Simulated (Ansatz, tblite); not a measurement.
F: GFN1-xTB, run from Python

These are simulated results from tblite 0.8.0, not measurements. The cell began as a database structure and was relaxed with r2SCAN+rVV10 in plane waves (Ansatz 0.2.0). All runs are without spin polarisation.

Space group C2/c (No. 15), monoclinic; conventional cell a = 4.922 Å, b = 3.261 Å, c = 6.483 Å, β = 90.2°, 13.01 Å³ an atom. F is surrounded by 1 F at 1.40 Å.

tblite solves periodic systems at the zone centre alone, so the script builds a cluster of 2×3×2 conventional cells (96 atoms), which folds in a coarse mesh of k points.

run.py reads:

```python
import json
from ase import Atoms
from ase.build import make_supercell
from ase.units import Bohr, GPa, Hartree
from tblite.interface import Calculator

atoms = Atoms(['F', 'F', 'F', 'F'],
              cell=[[2.459092, -1.630469, 0.102741], [2.459092, 1.630469, 0.102741], [-0.294904, 0.0, 6.476765]],
              scaled_positions=[[0.596274, 0.903554, 0.596594], [0.096446, 0.403726, 0.903406], [0.403726, 0.096446, 0.403406], [0.903554, 0.596274, 0.096594]],
              pbc=True)
cluster = make_supercell(atoms, [[2, 2, 0], [-3, 3, 0], [0, 0, 2]])
calc = Calculator('GFN1-xTB', cluster.numbers, cluster.positions / Bohr, lattice=cluster.cell[:] / Bohr, periodic=cluster.pbc)
calc.set('temperature', 0.02 / Hartree)
calc.set('max-iter', 150)
res = calc.singlepoint()
levels = res.get('orbital-energies') * Hartree
nv = round(res.get('orbital-occupations').sum() / 2)
cells = len(cluster) // len(atoms)
out = {'energy_per_cell': res.get('energy') * Hartree / cells, 'homo': levels[nv - 1], 'lumo': levels[nv],
       'stress': (-res.get('virial') * Hartree / cluster.get_volume() / GPa).tolist(), 'charges': res.get('charges')[:len(atoms)].tolist(), 'electrons': 2 * nv / cells}
json.dump(out, open('results.json', 'w'))
for key, value in out.items():
    print(key, value)
```

Command: `python run.py`. It took 2.2 s on 1 thread of Intel(R) Xeon(R) Platinum 8223CL CPU @ 3.00GHz (Skylake/Cascade Lake) (shared host), peak memory 0.11 GiB.

Output:

```
------------------------------------------------------------
  cycle        total energy    energy error   density error
------------------------------------------------------------
      1     -486.4860614637  -4.8641366E+02   8.5769251E-02
      2     -486.4860624651  -1.0014813E-06   5.1418167E-02
      3     -486.4860630266  -5.6149850E-07   3.1310957E-06
------------------------------------------------------------

 total:                                   1.381 sec
energy_per_cell -551.5816690205131
homo -15.918014572438206
lumo -11.039621308024751
stress [[0.36513403148250884, 5.10293332633516e-10, 0.2190397153992687], [5.102933311136252e-10, -0.737411259556343, -1.1208900245383186e-08], [0.2190397153992687, -1.120890024916813e-08, -4.307417101320343]]
charges [-3.5879466064869803e-09, -6.384921480417916e-10, 3.3346561068015035e-09, 1.3545853327912027e-10]
electrons 28.0
```

The cycle table is in hartree for the whole cluster, and the lines after it are in eV (the energy for one cell). The printed stress is in GPa and positive in compression, and the pressure is its mean diagonal.

GFN1-xTB gives a gap of 4.88 eV. On the same cell, plane-wave PBE (Ansatz, 10×10×4 k points and the special points) gives a gap of 2.99 eV and r2SCAN a gap of 3.84 eV; on shared hosts these took about 4.9 and 11 core-seconds on the 4-atom cell, against 2.2 for the script. Semilocal gaps usually lie below measured ones. xTB was fitted to molecules, so gaps, charges and pressures of solids can be far off, and the gap also depends on the size of the cluster.

The same script was run on cells scaled at fixed shape and fractional coordinates:

| volume (Å³/atom) | energy (meV/atom) | pressure (GPa, positive in compression) | gap (eV) |
| --- | --- | --- | --- |
| 11.45 | 18.1 | 6.09 | 5.93 |
| 12.23 | -0.2 | 1.66 | 5.36 |
| 13.01 | 0.0 | -1.56 | 4.88 |
| 13.79 | 13.6 | -3.91 | 4.46 |
| 14.57 | 37.1 | -5.63 | 4.10 |

A Birch-Murnaghan fit puts the minimum at 12.60 Å³/atom, 3.1 % below the given cell, with a bulk modulus of 52.1 GPa at fixed shape.

xTB was fitted mostly to molecules, and a small cluster samples few k points, so gaps, pressures and kinks along a curve can be far from a solid's.
